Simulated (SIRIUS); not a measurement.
# W: equation of state with LDA

The system is W.

```xyz
1
Lattice="-1.5823 1.5823 1.5823 1.5823 -1.5823 1.5823 1.5823 1.5823 -1.5823" Properties=species:S:1:pos:R:3 pbc="T T T"
W     0.0000    0.0000    0.0000
```

| Item | Value |
| --- | --- |
| Program | SIRIUS 7.12.0 |
| Task | equation of state |
| Functional | LDA |
| Potentials or basis | all-electron FP-LAPW |
| Cutoff | 185 eV |
| Basis | apw+lo standard |
| k mesh | 12 × 12 × 12 |
| Occupations | fermi-dirac, width 0.05 eV |
| Spin | no spin polarisation |

```json
{
  "Equilibrium volume": "15.39 Å³/atom",
  "Bulk modulus": "326 GPa",
  "Pressure derivative of the bulk modulus": "4.0 (rough: it moves with the points fitted)"
}
```

Energy against volume, from the lowest point:
```csv
volume (Å³/atom),energy (meV/atom)
14.897,15.93
15.214,1.20
15.531,0.00
15.848,11.84
16.165,35.21
16.482,68.92
16.798,111.76
```

All runs of the series together: 4.9 min on 1 thread of Arm Neoverse V1, with other jobs on the host.

Spin-orbit coupling is left out, which matters for the levels of W. Zero-point motion and thermal expansion aren't in these numbers.
